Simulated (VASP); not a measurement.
Set up this calculation in VASP 6.6.1, as the native input.

- Task: band structure
- Functional: PBEsol
- Potentials or basis: VASP PAW PBE potentials, release 64 (In_d, Se)
- Cutoff: 520 eV
- k mesh: 6 × 6 × 2
- Occupations: gaussian, width 0.03 eV
- Spin: spin-orbit coupling, no magnetisation
- Further INCAR settings: ALGO = Normal; EDIFF = 1e-06

The structure of InSe lies in POSCAR:

```
InSe                                    
1.0
    4.0561362589      0.0000000000      0.0000000000
   -2.0280681295      3.5127170414     -0.0000000000
    0.0000000000     -0.0000000000     16.7491949898
  In              Se            
     4     4
Direct
     1.0000000000000000    1.0000000000000000    0.5837577423818349
     1.0000000000000000    1.0000000000000000    0.4162422576181651
     0.3333333300000021    0.6666666699999979    0.9162323022865825
     0.3333333300000021    0.6666666699999979    0.0837676977134175
     0.6666666699999979    0.3333333300000021    0.8392092269855985
     0.6666666699999979    0.3333333300000021    0.1607907730144015
     0.3333333300000021    0.6666666699999979    0.6606754469427455
     0.3333333300000021    0.6666666699999979    0.3393245530572546
```

Measurements of this composition are mostly on another form, of space group No. 160.

These files were run (other wordings do the same):

INCAR

```
PREC = Accurate
ENCUT = 520
EDIFF = 1E-6
ISMEAR = 0
SIGMA = 0.03
LREAL = False
LASPH = True
NELM = 80
ALGO = Normal
ISIF = 2
LWAVE = False
LCHARG = False
MAGMOM = 0 0 0 0 0 0 0 0 0 0 0 0 0 0 0 0 0 0 0 0 0 0 0 0
LORBIT = 11
LSORBIT = True
GGA_COMPAT = False
GGA = PS
KPAR = 2
```

KPOINTS

```
Automatic mesh
0
Gamma
  6 6 2
```

KPOINTS_OPT

```
explicit points
213
Reciprocal
 0.0000000000  0.0000000000  0.0000000000 1
 0.0357142857  0.0000000000  0.0000000000 1
 0.0714285714  0.0000000000  0.0000000000 1
 0.1071428571  0.0000000000  0.0000000000 1
 0.1428571429  0.0000000000  0.0000000000 1
 0.1785714286  0.0000000000  0.0000000000 1
[... 205 lines left out ...]
 0.5000000000  0.0000000000  0.1005576400 1
 0.5000000000  0.0000000000 -0.1005576400 1
```

Potentials or basis: VASP PAW PBE potentials, release 64 (In_d, Se).

Command:

```sh
$ cat potpaw_PBE.64/In_d/POTCAR potpaw_PBE.64/Se/POTCAR > POTCAR
$ mpirun -np 2 vasp_ncl > vasp.out
```

Results of the run:

The pressure is -1.4 GPa, the largest force is 0.240 eV/Å and the valence electrons inside the program's atomic spheres are In 11.39; Se 3.80.

Caveat: the PAW data sets were made with another functional, which shifts forces and pressure a little; this functional lacks dispersion, which binds the layers, so the pressure and a relaxed spacing across them are unreliable.

Wall time 41 min on 2 MPI ranks on Intel(R) Xeon(R) 6975P-C (Granite Rapids), with other jobs on the host, peak memory 1.3 GiB a rank.
